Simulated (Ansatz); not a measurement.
# Germanium (bcc) across density functionals

All rows: Ansatz, plane waves with scalar-relativistic PAW, 420 eV (500 eV for the SCAN forms), relaxed under each functional, no dispersion correction, no zero-point motion. B₀ comes from uniform scaling at fixed shape; a dash is a value not given.

| functional | V (Å³/atom) | cell | B₀ (GPa) | magnetic state | ΔE to diamond (meV/atom) |
| --- | --- | --- | --- | --- | --- |
| PBE | 19.33 | a = 3.382 Å | 63 | spin not included | 335 |
| r²SCAN | 18.76 | a = 3.348 Å | - | spin not included | 579 |
| PBEsol | 18.32 | a = 3.322 Å | 75 | spin not included | 273 |
| LDA | 17.91 | a = 3.297 Å | 79 | spin not included | 307 |
| revPBE | 19.69 | a = 3.402 Å | 59 | spin not included | 354 |
| RPBE | 19.83 | a = 3.411 Å | 58 | spin not included | 362 |

(1) What does BLYP give?

## Answers

(1) V (Å³/atom): 21.55; cell: a = 3.506 Å; B₀ (GPa): 48; magnetic state: spin not included; ΔE to diamond (meV/atom): 522.
